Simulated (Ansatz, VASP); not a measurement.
# Cross-check of GaSb between VASP and Ansatz, part 2 of 2

One calculation is typed for both programs; each brings its own data sets and cutoff. How far apart do they land? The cell is taken from a series of VASP runs on this material, whose earlier steps may have relaxed, scaled or displaced it; both programs get it as it stands.

VASP 6.6.1 and Ansatz 0.2.0.

So far: Set-up; Ansatz: zone-centre phonons, LDA; VASP: zone-centre phonons, LDA; Differences.

**5. Ansatz: zone-centre phonons, PBE**

Level of this step: Ansatz beside VASP: Kohn-Sham DFT, plane waves, PBE (Ansatz).

Second derivatives magnify differences that forces hide, and they need a tight electronic threshold. The cell compared in this pair holds 60.01 Å³, against 55.47 Å³ for the pair before.

The cell is taken from a series of VASP runs on this material, whose earlier steps may have relaxed, scaled or displaced it; both programs get it as it stands.

Input file input.yaml:

```yaml
crystal:
  lattice:
    - [0.0, 3.1073674665, 3.1073674665]
    - [3.1073674665, 0.0, 3.1073674665]
    - [3.1073674665, 3.1073674665, 0.0]
  atoms:
    - { symbol: Sb, position: [0.75, 0.75, 0.75] }
    - { symbol: Ga, position: [0.0, 0.0, 0.0] }
hamiltonian:
  xc: pbe
  pseudopotentials: { kind: paw }
kpoints:
  mp_grid: { grid: [12, 12, 12] }
scf:
  occupations: { method: methfessel_paxton, width: 0.15 }
phonons:
  method: dfpt
  qpoints: [[0, 0, 0]]
```

Command:

```console
$ ansatz run input.yaml --threads 4 --pin off --max-ram 9216MiB --backend cpu --events-out ev --progress --plain --runs-dir out
```

Numbers of over 12 decimals in the logs are rounded to 6 here.

The program printed:

```text
[...]
Crystal: 2 atoms, lattice volume = 60.008 Å³
Basis set: ecut = 420 eV, 1211 PW (Γ), exchange–correlation on 60×60×60 points (8 copies of the dense FFT grid, shifted against one another)
Bands: 18, of which v1, the nominal top of the filled ones, is band 14 counted from 1 (13 counted from 0)
Symmetry: 24 space group operations
k-points: 163 of 1728 (irreducible under 8 space group operations, time reversal used)
[...]
k-point 2: bands = [... 10 lower, -3.7846, 4.4054, 6.7391, 6.7391, 7.9829, 10.4189, 10.4189, 10.9386]
  k-point 162: bands = [... 10 lower, -1.7514, 0.6387, 3.9800, 4.1949, 10.6241, 11.4173, 11.4258, 11.8863]
[...]
ASR residual: 2.549e-5 → 0.000e0 eV/Å²; symmetrization residual: 1.872e-5 eV/Å²
  ASR residual per site (eV/Å²): 1.32e-5 2.55e-5
  Γ frequencies (cm⁻¹): 0.00 0.00 0.00 207.27 207.27 207.27
[...]
--- Phonons (arbitrary-q DFPT): 1 explicit q-point ---
[...]
[key lines of the parts left out:]
SCF converged after 9 iterations
Free energy (F): -10267.839901 eV
Fermi energy:    7.125587 eV
```

Elapsed: 15 s, on 4 threads of Arm Neoverse V1, shared host; peak memory 0.83 GiB.

**6. VASP: zone-centre phonons, PBE**

The same cell, functional, mesh and smearing now go to VASP, with its own data sets and cutoff.

Input file INCAR:

```
SYSTEM = GaSb
PREC = Accurate
ENCUT = 450
EDIFF = 1E-08
NELM = 100
ISMEAR = 1
SIGMA = 0.15
LREAL = .FALSE.
ALGO = Normal
GGA = PE
NBANDS = 15
LORBIT = 11
LWAVE = .FALSE.
LCHARG = .FALSE.
KPAR = 4
IBRION = 8
ISIF = 2
```

Input file POSCAR:

```
GaSb
1.0
    0.0000000000      3.1073674665      3.1073674665
    3.1073674665      0.0000000000      3.1073674665
    3.1073674665      3.1073674665      0.0000000000
Sb Ga
1 1
Direct
    0.7500000000      0.7500000000      0.7500000000
    0.0000000000      0.0000000000      0.0000000000
```

Input file KPOINTS:

```
Automatic mesh
0
Gamma
12 12 12
0 0 0
```

PAW data sets: Sb and Ga_d (PBE family, release 64).

Command:

```console
$ mpirun -np 4 vasp_std
```

The program printed:

```text
[banner, memory and clock lines left out]
running    4 mpi-ranks, on    1 nodes
[...]
LDA part: xc-table for (Slater+PW92), standard interpolation
 POSCAR, INCAR and KPOINTS ok, starting setup
[...]
entering main loop
       N       E                     dE             d eps       ncg     rms          rms(c)
DAV:   1     0.750431538108E+02    0.75043E+02   -0.81314E+03  2224   0.133E+03
DAV:   2    -0.167363285452E+01   -0.76717E+02   -0.74150E+02  2503   0.281E+02
DAV:   3    -0.731945846884E+01   -0.56458E+01   -0.56319E+01  2552   0.644E+01
DAV:   4    -0.741766148895E+01   -0.98203E-01   -0.98182E-01  2712   0.953E+00
[...]
DAV:  13    -0.737069123373E+01    0.18007E-06   -0.69096E-08  2618   0.284E-03    0.181E-04
DAV:  14    -0.737069127477E+01   -0.41040E-07   -0.13666E-08  2454   0.833E-04    0.877E-05
DAV:  15    -0.737069127862E+01   -0.38417E-08   -0.63219E-10  1906   0.189E-04
   1 F= -.73706913E+01 E0= -.73707502E+01  d E =0.176865E-03
 Linear response reoptimize wavefunctions to high precision
[...]
RMM:   9    -0.256799989465E-01   -0.97975E-07   -0.68381E-09 16897   0.206E-04    0.179E-05
RMM:  10    -0.256800622371E-01   -0.63291E-07   -0.50983E-09 16678   0.794E-05    0.254E-06
RMM:  11    -0.256800565122E-01    0.57249E-08   -0.98921E-10 17501   0.284E-05    0.367E-06
 first order change of Fermi-energy   0.20876E-03
 force on displaced ion       1 direction 1 :  -7.108  -0.000  -0.000
 Linear response progress:
  Degree of freedom:   2/  2
       N       E                     dE             d eps       ncg     rms          rms(c)
RMM:   1    -0.165392046361E+00   -0.16539E+00    0.59423E-02 10455   0.787E+00
RMM:   2    -0.164661741774E+00    0.73030E-03   -0.28346E-02 15609   0.131E+00    0.378E-02
RMM:   3    -0.164562057662E+00    0.99684E-04   -0.33965E-03 16305   0.412E-01    0.245E-02
RMM:   4    -0.164408785332E+00    0.15327E-03   -0.13609E-03 17700   0.193E-01    0.118E-02
[...]
RMM:  15    -0.164409149547E+00   -0.13441E-07   -0.10415E-09 17941   0.440E-05    0.153E-06
RMM:  16    -0.164409132679E+00    0.16868E-07   -0.97246E-09 17073   0.275E-05    0.136E-06
RMM:  17    -0.164409139181E+00   -0.65025E-08   -0.67773E-09 15890   0.192E-05    0.749E-07
 first order change of Fermi-energy   0.45059E-05
 force on displaced ion       2 direction 1 :  -7.131  -0.000  -0.000
 Linear response finished
```

From OUTCAR (step 6):

```text
  Total       -0.0015842     -0.0015842     -0.0015842      0.0000000      0.0000000      0.0000000
  in kB       -0.0422978     -0.0422978     -0.0422978      0.0000000      0.0000000      0.0000000
  external PRESSURE =      -0.0422978 kB  Pullay stress =       0.0000000 kB

 POSITION                                       TOTAL-FORCE (eV/Angst)
 -----------------------------------------------------------------------------------
      4.66105      4.66105      4.66105        -0.000000     -0.000000     -0.000000
      0.00000      0.00000      0.00000         0.000000      0.000000      0.000000
 -----------------------------------------------------------------------------------
    total drift:                               -0.000002     -0.000002     -0.000001

[... 1 part as in an earlier step ...]

[... 1 further part left out ...]
```

**7. Side by side**

What differs besides the data sets and the points named for the pairs above, as far as they apply: VASP leaves aspherical gradient terms in its spheres out (LASPH is not set), Ansatz keeps them. Total energies have different zeros and are not compared.

The two programs side by side:

```tsv
quantity	Ansatz	VASP	difference
optical mode 1 to 3 (cm⁻¹)	207.3	209.0	-0.83 %
```

Modes are paired by rising frequency and degeneracy, not by their patterns, so a pair may still set unlike modes beside each other.

**8. Outcome**

| Item | Value |
| --- | --- |
| r.m.s. difference of the optical zone-centre modes, each program's sorted by frequency (zone-centre phonons, LDA) | 2.0 cm⁻¹ |
| difference in optical mode 1 to 3 (zone-centre phonons, LDA) | -0.9 % |
| r.m.s. difference of the optical zone-centre modes, each program's sorted by frequency (zone-centre phonons, PBE) | 1.7 cm⁻¹ |
| difference in optical mode 1 to 3 (zone-centre phonons, PBE) | -0.8 % |

**Reading.** The r.m.s. difference of the optical zone-centre modes, each program's sorted by frequency is 2.0 cm⁻¹ (zone-centre phonons, LDA). Among the rows given in per cent, the largest difference of the zone-centre phonons, LDA pair is in optical mode 1 to 3, -0.9 %. Among the rows given in per cent, the largest difference of the zone-centre phonons, PBE pair is in optical mode 1 to 3, -0.8 %. 1 further run of this series is not shown here. Such differences can come from data sets, numerical settings and the points named under the comparisons, not from the functional's error against experiment.

[Lines on the potential files, build, host, timing and source positions are cut from VASP's logs without a mark.]

[Logs are printed without paths, hosts, clocks, repeated set-up lines and the standing remarks that a program may print on its own settings, such as how far it seeks lower states.]

[Hosts, paths, dates, database ids (printed as entryN), source tags and the programs' standing remarks are cut or masked in the printed files.]
